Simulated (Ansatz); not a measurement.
Starting cell, LaAlO₃ (cubic perovskite):

```
LaAlO3
1.0
    3.77165     0.00000     0.00000
    0.00000     3.77165     0.00000
    0.00000     0.00000     3.77165
La Al O
1 1 3
Direct
  0.50000   0.50000   0.50000
  0.00000   0.00000   0.00000
  0.00000   0.50000   0.00000
  0.50000   0.00000   0.00000
  0.00000   0.00000   0.50000
```

In each cell atom 3 (O, nearest neighbour Al at 1.886 Å; its periodic images, 3.8 Å or more away, move with it) moves by s·(0.000, 0.000, 1.000) (along Cartesian z), the rest being held.

These are PBEsol (plane waves to 420 eV, PAW, scalar-relativistic; Ansatz, an electronic-structure program) values and carry that method's errors. k mesh 7×7×7 (Γ-centred), Fermi-Dirac smearing 0.05 eV. Energies are smeared free energies. LaAlO3 is run without spin polarisation. LaAlO3 was relaxed with its symmetry unable to fall. This is a high-temperature form of LaAlO3. The zero of ΔE is the undisplaced structure.

Estimate the ΔE (meV/cell) for s (Å) = -0.380, -0.228, -0.152, -0.076, 0.076, 0.152, 0.304, 0.380.


```csv
s (Å),ΔE (meV/cell)
-0.380,427
-0.228,146
-0.152,64
-0.076,16
0.076,16
0.152,64
0.304,266
0.380,427
```

(A displaced cell: forces are minus the slopes of the energy, force constants its curvatures, and phonons follow from these.)
